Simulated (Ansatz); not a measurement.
Relaxed bulk SiO2:

Space group I-42d (No. 122). a = 5.027 Å, b = 5.027 Å, c = 7.379 Å, α = 90.00°, β = 90.00°, γ = 90.00°
```tsv
atom	site	symmetry	x	y	z
Si	4a	-4..	0.0000	0.0000	0.0000
O	8d	.2.	0.2500	0.5920	0.3750
```

Miller indices refer to the conventional cell of I-42d (No. 122), a = 5.027 Å, b = 5.027 Å, c = 7.379 Å, α = 90.00°, β = 90.00°, γ = 90.00°. The bulk's gap is 5.73 eV.

The (001) slab of 11 planes, 9.2 Å thick with 15 Å of vacuum as cut; outer planes O (top) and O (bottom).

Level of theory: Ansatz 0.2.0, DFT PBE, scalar-relativistic, plane waves, PAW. Settings: cutoff 420 eV, Γ-centred mesh 5×5×1 on the computed 17-atom cell, Gaussian smearing of 0.05 eV; no spin polarisation. The cell repeats along c with a dipole correction in the vacuum.

The slab isn't stoichiometric (Si5O12), so its surface energy depends on the chemical potentials; it is given with the excess atoms taken from the element's standard state, a limit at which the compound may itself be unstable, so the figure can be too low.

Results for the relaxed slab:

* Surface energy with the excess atoms taken from the elements: 1.94 J/m²
* Gap of the slab on the mesh: 2.45 eV
* Bulk valence band top under the vacuum level: 10.67 eV
* Bulk conduction band bottom under the vacuum level: 4.93 eV

Relaxation lowers the energy by 0.772 J/m² a face; the largest move is 0.735 Å.

```
plane (bottom to top) atoms spacing to next, bulk (Å) relaxed (Å) change (%)
                    1     O2                      0.922        1.407       +52.5
                    2     Si                      0.922        0.954        +3.4
                    3     O2                      0.922        0.913        -1.0
                    4     Si                      0.922        0.925        +0.3
                    5     O2                      0.922        0.930        +0.9
                    6     Si                      0.922        0.930        +0.9
                    7     O2                      0.922        0.925        +0.3
                    8     Si                      0.922        0.913        -1.0
                    9     O2                      0.922        0.954        +3.4
                   10     Si                      0.922        1.407       +52.5
                   11     O2
```

The gap is read on a mesh, which can miss the band edges, so it can be too wide. Gaps are read on the k points sampled, so a band crossing between them can be missed.

The reference crystal is a form of SiO2, which isn't its usual structure.